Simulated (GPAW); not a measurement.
Wanted: an ASE script for a GPAW 26.7.0 run.

```
Task                : equation of state
Functional          : revTPSS
Dispersion          : D3(BJ)
Potentials or basis : GPAW PAW data sets (gpaw-data 1.2.1)
Cutoff              : 600 eV
Basis               : pw
k mesh              : 6 × 6 × 6
Occupations         : fermi-dirac, width 0.05 eV
Spin                : no spin polarisation
Eigensolver         : davidson
Maxiter             : 150
Eos scales          : [0.94, 0.96, 0.98, 1.0, 1.02, 1.04, 1.06]
```

The structure of Sn lies in Sn.xyz:

```xyz
2
Lattice="0.0000000000 3.2333428000 3.2333428000 3.2333428000 0.0000000000 3.2333428000 3.2333428000 3.2333428000 0.0000000000" Properties=species:S:1:pos:R:3 pbc="T T T"
Sn     4.8500142000      4.8500142000      4.8500142000
Sn     3.2333428000      3.2333428000      3.2333428000
```

This isn't the form of Sn at room conditions, which is tetragonal (white tin).

The input as run:

run.py

```python
from ase.calculators.mixing import SumCalculator
from ase.eos import EquationOfState
from ase.io import Trajectory, read
from ase.units import GPa
from dftd3.ase import DFTD3
from gpaw import GPAW, PW

atoms = read('Sn.xyz')

traj = Trajectory('eos.traj', 'w')
volumes, energies = [], []
for x in [0.94, 0.96, 0.98, 1.0, 1.02, 1.04, 1.06]:
    a = atoms.copy()
    a.set_cell(atoms.cell * x**(1 / 3), scale_atoms=True)
    calc = GPAW(mode=PW(600),
                xc='MGGA_X_REVTPSS+MGGA_C_REVTPSS',
                kpts={'size': (6, 6, 6), 'gamma': True},
                occupations={'name': 'fermi-dirac', 'width': 0.05},
                nbands=24,
                convergence={'density': 1e-05, 'energy': 1e-05},
                eigensolver='davidson',
                maxiter=150,
                txt=f'eos-{x:.2f}.txt')
    a.calc = SumCalculator([calc, DFTD3(method='revtpss', damping='d3bj')])
    energies.append(a.get_potential_energy())
    volumes.append(a.get_volume())
    p = -a.get_stress()[:3].mean() / GPa
    calc.write(f'eos-{x:.2f}.gpw')
    traj.write(a)
    print(f'{x:.2f} {volumes[-1]:10.4f} A^3 {energies[-1]:14.6f} eV {p:9.3f} GPa', flush=True)

v0, e0, B = EquationOfState(volumes, energies, eos='birchmurnaghan').fit()
print(f'V0 = {v0:.4f} A^3, E0 = {e0:.6f} eV, B0 = {B / GPa:.2f} GPa')
```

Potentials or basis: GPAW PAW data sets (gpaw-data 1.2.1), pw.

The run is started by

```sh
$ OMP_NUM_THREADS=1 python run.py
```

Results of the run:

```
Equilibrium volume : 33.64 Å³/atom (rough: see the caveat)
Bulk modulus       : 47 GPa (rough)
```

Caveat: the points scatter about the fit; the PAW data sets were made with another functional, which shifts forces and pressure a little.

Run time: 11 min on 1 thread of Arm Neoverse V1, with other jobs on the host, peak memory 0.75 GiB.
